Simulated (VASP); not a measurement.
# BaS (Fm-3m) in VASP: single point with PBE

Aim: the single point of BaS with PBE.

All numbers are computed with VASP 6.6.1; they aren't measurements. Logs are shortened: lines on timing, memory, paths and dates and some standing lists are left out, and cuts for length are marked.

**Experimental background.**

A printed reference work, monograph, original work of 1988 reports, for a bulk crystal of BaS at 2 K: band gap 3.806 eV (indirect).

The results are compared with them further down.

### 1 The crystal as given

Symmetry: Fm-3m, No. 225, cubic system. The conventional cell has a = 6.451 Å, b = 6.451 Å, c = 6.451 Å, α = 90.00°, β = 90.00°, γ = 90.00°. Ba (site symmetry m-3m) is surrounded by 6 S at 3.23 Å. S (site symmetry m-3m) is surrounded by 6 Ba at 3.23 Å.

The cell is a database's computed one.

### 2 Single point, PBE

The input, INCAR:

```
SYSTEM = BaS
PREC = Accurate
ENCUT = 520
EDIFF = 1E-6
ISMEAR = 0
SIGMA = 0.1
LREAL = .False.
LASPH = .True.
NELM = 100
ALGO = Fast
ISIF = 2
LWAVE = .False.
LCHARG = .False.
GGA = PE
NBANDS = 15
```

The input, KPOINTS:

```
regular mesh
0
Gamma
  6 6 6
  0 0 0
```

The input, POSCAR:

```
BaS
1.0
    0.0000000000      3.2256755800      3.2256755800
    3.2256755800      0.0000000000      3.2256755800
    3.2256755800      3.2256755800      0.0000000000
Ba S
1 1
Direct
    0.0000000000      0.0000000000      0.0000000000
    0.5000000000      0.5000000000      0.5000000000
```

Potentials or basis: VASP PAW PBE potentials, release 64 (Ba_sv, S).

Command:

```bash
cat potpaw_PBE.64/Ba_sv/POTCAR potpaw_PBE.64/S/POTCAR > POTCAR
mpirun -np 1 vasp_std > vasp.out
```

OUTCAR:

```text
SYSTEM = BaS
   PREC = Accurate
   ENCUT = 520
   EDIFF = 1E-6
   ISMEAR = 0
   LREAL = .False.
   LASPH = .True.
   NELM = 100
   ISIF = 2
   GGA = PE

 ion  position               nearest neighbor table
   1  0.000  0.000  0.000-   2 3.23   2 3.23   2 3.23   2 3.23   2 3.23   2 3.23
   2  0.500  0.500  0.500-   1 3.23   1 3.23   1 3.23   1 3.23   1 3.23   1 3.23

  LATTYP: Found a face centered cubic cell.
 ALAT       =     6.4513511600

  Lattice vectors:

 A1 = (   0.0000000000,   3.2256755800,   3.2256755800)
 A2 = (   3.2256755800,   0.0000000000,   3.2256755800)
 A3 = (   3.2256755800,   3.2256755800,   0.0000000000)

Analysis of symmetry for initial positions (statically):
=====================================================================
 Subroutine PRICEL returns:
 Original cell was already a primitive cell.

 Routine SETGRP: Setting up the symmetry group for a
 face centered cubic supercell.

 Subroutine GETGRP returns: Found 48 space group operations
 (whereof 48 operations were pure point group operations)
 out of a pool of 48 trial point group operations.

The static configuration has the point symmetry O_h .

Analysis of symmetry for dynamics (positions and initial velocities):
=====================================================================
 Subroutine PRICEL returns:
 Original cell was already a primitive cell.

 Routine SETGRP: Setting up the symmetry group for a
 face centered cubic supercell.

 Subroutine GETGRP returns: Found 48 space group operations
 (whereof 48 operations were pure point group operations)
 out of a pool of 48 trial point group operations.

The dynamic configuration has the point symmetry O_h .

 Subroutine INISYM returns: Found 48 space group operations
 (whereof 48 operations are pure point group operations),
 and found     1 'primitive' translations

----------------------------------------------------------------------------------------

                                     Primitive cell

  volume of cell :      67.1262

  direct lattice vectors                    reciprocal lattice vectors
     0.000000000  3.225675580  3.225675580    -0.155006289  0.155006289  0.155006289
     3.225675580  0.000000000  3.225675580     0.155006289 -0.155006289  0.155006289
     3.225675580  3.225675580  0.000000000     0.155006289  0.155006289 -0.155006289

  length of vectors
     4.561794153  4.561794153  4.561794153     0.268478767  0.268478767  0.268478767

  position of ions in fractional coordinates (direct lattice)
     0.000000000  0.000000000  0.000000000
     0.500000000  0.500000000  0.500000000

  ion indices of the primitive-cell ions
   primitive index   ion index
                 1           1
                 2           2

----------------------------------------------------------------------------------------

 KPOINTS: regular mesh

Automatic generation of k-mesh.
 Grid dimensions read from file:
 generate k-points for:    6    6    6

 Generating k-lattice:

  Cartesian coordinates                     Fractional coordinates (reciprocal lattice)
    -0.025834381  0.025834381  0.025834381     0.166666667  0.000000000  0.000000000
     0.025834381 -0.025834381  0.025834381     0.000000000  0.166666667  0.000000000
     0.025834381  0.025834381 -0.025834381     0.000000000  0.000000000  0.166666667

  Length of vectors
     0.044746461  0.044746461  0.044746461

  Shift w.r.t. Gamma in fractional coordinates (k-lattice)
     0.000000000  0.000000000  0.000000000

 Subroutine IBZKPT returns following result:
 ===========================================

 Found     16 irreducible k-points:

 Following reciprocal coordinates:
            Coordinates               Weight
  0.000000  0.000000  0.000000      1.000000
  0.166667  0.000000  0.000000      8.000000
  0.333333  0.000000  0.000000      8.000000
  0.500000  0.000000  0.000000      4.000000
  0.166667  0.166667  0.000000      6.000000
  0.333333  0.166667  0.000000     24.000000
[... 8 lines left out ...]
 -0.333333  0.333333  0.166667     24.000000
 -0.333333  0.500000  0.166667     12.000000
   k-points           NKPTS =     16   k-points in BZ     NKDIM =     16   number of bands    NBANDS=     15
   number of dos      NEDOS =    301   number of ions     NIONS =      2
   total plane-waves  NPLWV =  46656
   dimension x,y,z NGX =    36 NGY =   36 NGZ =   36
   dimension x,y,z NGXF=    72 NGYF=   72 NGZF=   72
   ions per type =               1   1
   NGX,Y,Z   is equivalent  to a cutoff of  13.12, 13.12, 13.12 a.u.
   NGXF,Y,Z  is equivalent  to a cutoff of  26.24, 26.24, 26.24 a.u.
 SYSTEM =  BaS
   PREC   = accura    normal or accurate (medium, high low for compatibility)
   ISTART =      0    job   : 0-new  1-cont  2-samecut
   ICHARG =      2    charge: 1-file 2-atom 10-const
   ISPIN  =      1    spin polarized calculation?
   LNONCOLLINEAR =      F non collinear calculations
   LSORBIT =      F    spin-orbit coupling
   LASPH  =      T    aspherical Exc in radial PAW
   ENCUT  =  520.0 eV  38.22 Ry    6.18 a.u.   8.48  8.48  8.48*2*pi/ulx,y,z
   NELM   =    100;   NELMIN=  2; NELMDL= -5     # of ELM steps
   EDIFF  = 0.1E-05   stopping-criterion for ELM
   LREAL  =      F    real-space projection
   EDIFFG = 0.1E-04   stopping-criterion for IOM
   NSW    =      0    number of steps for IOM
   IBRION =     -1    ionic relax: 0-MD 1-quasi-New 2-CG
   NFREE  =      0    steps in history (QN), initial steepest desc. (CG)
   ISIF   =      2    stress and relaxation
   ISYM   =      2    0-nonsym 1-usesym 2-fastsym
   POTIM  = 0.5000    time-step for ionic-motion
   TEBEG  =    0.0;   TEEND  =   0.0 temperature during run
   PSTRESS=    0.0 pullay stress
   NELECT =      16.0000    total number of electrons
   NUPDOWN=      -1.0000    fix difference up-down
   EMIN   =  10.00;   EMAX   =-10.00  energy-range for DOS
   EFERMI =   0.00;   METHOD = LEGACY
   ISMEAR =     0;   SIGMA  =   0.10  broadening in eV -4-tet -1-fermi 0-gaus
   EFERMI_NEDOS =   21; number of points for ismear=-14 and -15
   IALGO  =     68    algorithm
   IMIX   =      4    mixing-type and parameters
     AMIX     =   0.40;   BMIX     =  1.00
     AMIX_MAG =   1.60;   BMIX_MAG =  1.00
  volume/ion in A,a.u.               =      33.56       226.49
  Fermi-wavevector in a.u.,A,eV,Ry     =   1.015042  1.918152 14.018230  1.030311
  Thomas-Fermi vector in A             =   2.148305
   LORBIT       =      0    0 simple, 1 ext, 2 COOP (PROOUT), +10 PAW based schemes
   GGA     = PE    functional components
   LHFCALC =     F    Hartree Fock is set to
   AEXX    =    0.0000 exact exchange contribution
   IVDW    =     0    specifies the selected vdW correction
   LEPSILON=     F    determine dielectric tensor
   LRPA    =     F    only Hartree local field effects (RPA)
 non-spin polarized calculation
 RMM-DIIS sequential band-by-band and
 Gauss-broadening in eV      SIGMA  =   0.10
  energy-cutoff  :      520.00
  volume of cell :       67.13
 maximum number of plane-waves:      1821
 NGX is ok and might be reduce to    36
   NGX = 17   NGY = 17   NGZ = 17

 number of electron      16.0000001 magnetization

 Free energy of the ion-electron system (eV)
  ---------------------------------------------------
  ext. energy  EPLUGINS =         0.00000000
  ---------------------------------------------------
  free energy    TOTEN  =       -10.19402157 eV

  energy without entropy =      -10.19402157  energy(sigma->0) =      -10.19402157

 E-fermi :   1.7866     XC(G=0):  -8.5024

 val. band max:        1.3021323978   @ k =   0.0000   0.0000   0.0000
 cond. band min:       3.4569614569   @ k =   0.5000   0.5000   0.0000
 fundamental gap:      2.1548290591
 Fermi energy:         1.7865588938

 k-point     1 :       0.0000    0.0000    0.0000
  band No.  band energies     occupation
      1     -24.8692      2.00000
      2      -9.9277      2.00000
      3      -9.9277      2.00000
      4      -9.9277      2.00000
      5      -9.0129      2.00000
      6       1.3021      2.00000
      7       1.3021      2.00000
      8       1.3021      2.00000
      9       4.7576      0.00000
     10       5.1646      0.00000
     11       5.1646      0.00000
     12       5.1646      0.00000
     13       6.0594      0.00000
     14       6.0594      0.00000
     15       9.9839      0.00000

 k-point     2 :       0.1667    0.0000    0.0000
  band No.  band energies     occupation
      1     -24.8597      2.00000
      2     -10.3090      2.00000
      3      -9.9367      2.00000
      4      -9.9367      2.00000
      5      -8.6083      2.00000
      6       0.6697      2.00000
      7       0.9787      2.00000
      8       0.9787      2.00000
      9       5.1882      0.00000
     10       5.5589      0.00000
     11       5.5589      0.00000
     12       5.7244      0.00000
     13       6.8008      0.00000
     14       6.8008      0.00000
     15      10.9998      0.00000

 k-point     3 :       0.3333    0.0000    0.0000
  band No.  band energies     occupation
      1     -24.8405      2.00000
      2     -10.7632      2.00000
      3      -9.9544      2.00000
      4      -9.9544      2.00000
      5      -8.1040      2.00000
      6      -0.2138      2.00000
      7       0.4779      2.00000
      8       0.4779      2.00000
      9       5.7258      0.00000
     10       6.6035      0.00000
     11       6.6035      0.00000
     12       7.1548      0.00000
     13       8.4771      0.00000
     14       8.4771      0.00000
     15      11.4741      0.00000

 k-point     4 :       0.5000    0.0000    0.0000
  band No.  band energies     occupation
      1     -24.8308      2.00000
      2     -10.9365      2.00000
      3      -9.9631      2.00000
      4      -9.9631      2.00000
      5      -7.9032      2.00000
      6      -0.5702      2.00000
      7       0.2714      2.00000
      8       0.2714      2.00000
      9       6.7416      0.00000
     10       6.9012      0.00000
     11       7.4945      0.00000
     12       7.4945      0.00000
     13       9.9995      0.00000
     14      10.1678      0.00000
     15      10.1842      0.00000
[... 163 lines left out ...]
 k-point    14 :       0.5000    0.3333    0.1667
  band No.  band energies     occupation
      1     -24.8283      2.00000
      2     -10.6184      2.00000
      3     -10.1178      2.00000
      4     -10.0278      2.00000
      5      -8.3242      2.00000
      6       0.0344      2.00000
      7       0.5109      2.00000
      8       0.9066      2.00000
      9       4.7747      0.00000
     10       6.6944      0.00000
     11       7.3878      0.00000
     12       7.6359      0.00000
     13       8.4841      0.00000
     14       9.9564      0.00000
     15      10.2186      0.00000

 k-point    15 :      -0.3333    0.3333    0.1667
  band No.  band energies     occupation
      1     -24.8221      2.00000
      2     -10.6127      2.00000
      3     -10.1673      2.00000
      4     -10.0798      2.00000
      5      -8.3151      2.00000
      6       0.0603      2.00000
      7       0.6125      2.00000
      8       0.6671      2.00000
      9       5.7229      0.00000
     10       5.8232      0.00000
     11       7.7676      0.00000
     12       8.1576      0.00000
     13       8.5184      0.00000
     14      10.4709      0.00000
     15      10.5346      0.00000

 k-point    16 :      -0.3333    0.5000    0.1667
  band No.  band energies     occupation
      1     -24.8192      2.00000
      2     -10.3254      2.00000
      3     -10.2967      2.00000
      4     -10.1659      2.00000
      5      -8.5600      2.00000
      6       0.4358      2.00000
      7       0.7502      2.00000
      8       0.9077      2.00000
      9       4.5114      0.00000
     10       6.7615      0.00000
     11       7.3450      0.00000
     12       8.1241      0.00000
     13       8.6515      0.00000
     14       9.4169      0.00000
     15      10.9166      0.00000

------------------------ aborting loop because EDIFF is reached ----------------------------------------

  FORCE on cell =-STRESS in cart. coord.  units (eV):
  Direction    XX          YY          ZZ          XY          YZ          ZX
  --------------------------------------------------------------------------------------
  -------------------------------------------------------------------------------------
  Total        0.0416422      0.0416422      0.0416422      0.0000000      0.0000000      0.0000000
  in kB        0.9939209      0.9939209      0.9939209      0.0000000      0.0000000      0.0000000
  external PRESSURE =       0.9939209 kB  Pullay stress =       0.0000000 kB

 VOLUME and BASIS-vectors are now :
 -----------------------------------------------------------------------------
  energy-cutoff  :      520.00
  volume of cell :       67.13
      direct lattice vectors                 reciprocal lattice vectors
     0.000000000  3.225675580  3.225675580    -0.155006289  0.155006289  0.155006289
     3.225675580  0.000000000  3.225675580     0.155006289 -0.155006289  0.155006289
     3.225675580  3.225675580  0.000000000     0.155006289  0.155006289 -0.155006289

 POSITION                                       TOTAL-FORCE (eV/Angst)
 -----------------------------------------------------------------------------------
      0.00000      0.00000      0.00000         0.000000      0.000000      0.000000
      3.22568      3.22568      3.22568        -0.000000     -0.000000     -0.000000
 -----------------------------------------------------------------------------------
    total drift:                                0.000000      0.000000      0.000000

  FREE ENERGIE OF THE ION-ELECTRON SYSTEM (eV)
  ---------------------------------------------------
  free  energy   TOTEN  =       -10.1940215711 eV

  energy  without entropy=      -10.1940215711  energy(sigma->0) =      -10.19402157
```

Run time: 9.2 s. Hardware: 1 thread of Intel Xeon 6975P-C (Granite Rapids), shared host; peak memory 0.2 GiB.

Results:

| Property | Result |
| --- | --- |
| Free energy | -10.1940 eV |
| Pressure | 0.1 GPa |
| Band gap on the k mesh | 2.15 eV, indirect (least direct gap 2.31 eV) |

Caveat: spin-orbit coupling is left out, which moves the levels of the heavy elements.

### 3 Against experiment

Step 2. Measured gap of BaS: 3.806 eV (indirect; 2 K; a printed reference work, monograph, original work of 1988). This calculation gives 2.15 eV (-1.65 eV). Spin-orbit coupling on Ba is left out. The value is that of PBE on a finite k mesh, which can miss the band edges, without temperature or zero-point motion. Semilocal functionals fall short of measured gaps as a rule. The cell is a database's relaxed one, not the measured one, which moves gaps too.
